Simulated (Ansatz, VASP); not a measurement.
Two plane-wave programs on NaCl

File INCAR:

```
PREC = Accurate
ENCUT = 520
EDIFF = 1E-7
ISMEAR = 0
SIGMA = 0.02
LREAL = F
LASPH = T
NELM = 80
ALGO = Normal
ISIF = 2
LWAVE = F
LCHARG = T
GGA = PS
LELF = T
LVHAR = T
NBANDS = 14
```

File KPOINTS:

```
Automatic mesh
0
Gamma
  8 8 8
```

File POSCAR:

```
NaCl
1.0
    0.0000000000      2.8558870262      2.8558870262
    2.8558870262      0.0000000000      2.8558870262
    2.8558870262      2.8558870262      0.0000000000
Na Cl
1 1
Direct
    0.0000000000      0.0000000000      0.0000000000
    0.5000000000      0.5000000000      0.5000000000
```

Input for Ansatz:

```yaml
crystal:
  lattice:
    - [0.0, 2.8558870262, 2.8558870262]
    - [2.8558870262, 0.0, 2.8558870262]
    - [2.8558870262, 2.8558870262, 0.0]
  atoms:
    - { symbol: Na, position: [0.0, 0.0, 0.0] }
    - { symbol: Cl, position: [0.5, 0.5, 0.5] }
basis:
  ecutwfc: 420
kpoints:
  mp_grid: { grid: [8, 8, 8] }
hamiltonian:
  xc: pbesol
scf:
  occupations: { method: gaussian, width: 0.02 }
output:
  forces: true
  stress: true
  eigenvalues: true
```

Alike in both runs: task single point; functional PBEsol; k mesh 8 × 8 × 8; occupations gaussian, width 0.02 eV; no spin polarisation.

|  | VASP | Ansatz |
| --- | --- | --- |
| version | VASP 6.6.1 | Ansatz 0.2.0 |
| potentials or method | VASP PAW PBE potentials, release 64 (Na_pv, Cl) | scalar-relativistic, plane waves, PAW |
| plane-wave cutoff (eV) | 520 | 420 |
| valence electrons in the cell | 14 | 16 |

|  | VASP | Ansatz | Ansatz less VASP |
| --- | --- | --- | --- |
| gap on the k mesh at the Fermi level (eV) | 4.80 | 4.80 | +0.003 |
| least direct gap on the mesh (eV) | 4.80 | 4.80 | +0.003 |
| pressure (GPa) | -1.3 | -1.3 | -0.01 |

The two sets of potentials don't hold the same shells in valence.

Caveats: the PAW data sets were made with another functional, which shifts forces and pressure a little (VASP). A k mesh can miss the band edges.
